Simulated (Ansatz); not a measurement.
Write the native input for Ansatz 0.2.0 that does the following.

```yaml
Task: relaxation of cell and atoms
Functional: BLYP
Dispersion: D3(BJ)
Potentials_or_basis: Ansatz PAW
Cutoff: "420 eV (not typed: the program's choice for these potentials)"
k_mesh: 10 × 10 × 8
Occupations: fermi-dirac, width 0.05 eV
Spin: no spin polarisation
```

The system is ZrB2.

```xyz
3
Lattice="3.1700 0.0000 0.0000 -1.5850 2.7453 0.0000 0.0000 0.0000 3.5330" Properties=species:S:1:pos:R:3 pbc="T T T"
Zr    0.0000    0.0000    0.0000
B     1.5850    0.9151    1.7665
B     0.0000    1.8302    1.7665
```

One way to write it, as run:

input.yaml

```yaml
crystal:
  lattice:
    - [3.17, 0.0, 0.0]
    - [-1.585, 2.74530053, 0.0]
    - [0.0, 0.0, 3.533]
  atoms:
    - { symbol: Zr, position: [0.0, 0.0, 0.0] }
    - { symbol: B, position: [0.6666666667, 0.3333333333, 0.5] }
    - { symbol: B, position: [0.3333333333, 0.6666666667, 0.5] }
hamiltonian:
  xc: blyp
  pseudopotentials: { kind: paw }
  dispersion: d3bj
kpoints:
  mp_grid: { grid: [10, 10, 8] }
scf:
  occupations: { method: fermi_dirac, width: 0.05 }
output:
  forces: true
  stress: true
  write_density: true
  write_potential: true
  elf: true
  volumetric_format: npy
relax:
  f_tol: 0.01
  max_steps: 40
  cell: { stress_tol: 0.05 }
```

Potentials or basis: Ansatz PAW.

Run with:

```bash
$ ansatz run input.yaml --threads 2 --pin off --max-ram 5632MiB --backend cpu --events-out ev --progress --plain --runs-dir out
```

Results of the run:

- Relaxed volume: 9.96 Å³/atom
- Relaxed cell: a = 3.122 Å, b = 3.122 Å, c = 3.540 Å, α = 90.00°, β = 90.00°, γ = 120.00°
- Space group after relaxing (to 0.05 Å): P6/mmm (No. 191)
- Energy gained by relaxing: 8.7 meV/atom
- Ionic steps: 7
- Pressure after relaxing: 0.0 GPa
- Band gap on the k mesh: none (metal or under the smearing width)

Caveat: the plane-wave basis is chosen anew once the cell has moved, so the energies of steps on either side of that aren't comparable; pairwise dispersion overbinds metals, which lowers pressure and volume; the PAW data sets come from PBE, with cores solved anew for the run's functional, which leaves a small shift of forces and pressure.

Run time: 23 s on 2 threads of Intel(R) Xeon(R) Processor @ 2.50GHz (Skylake/Cascade Lake), with other jobs on the host, peak memory 0.37 GiB.
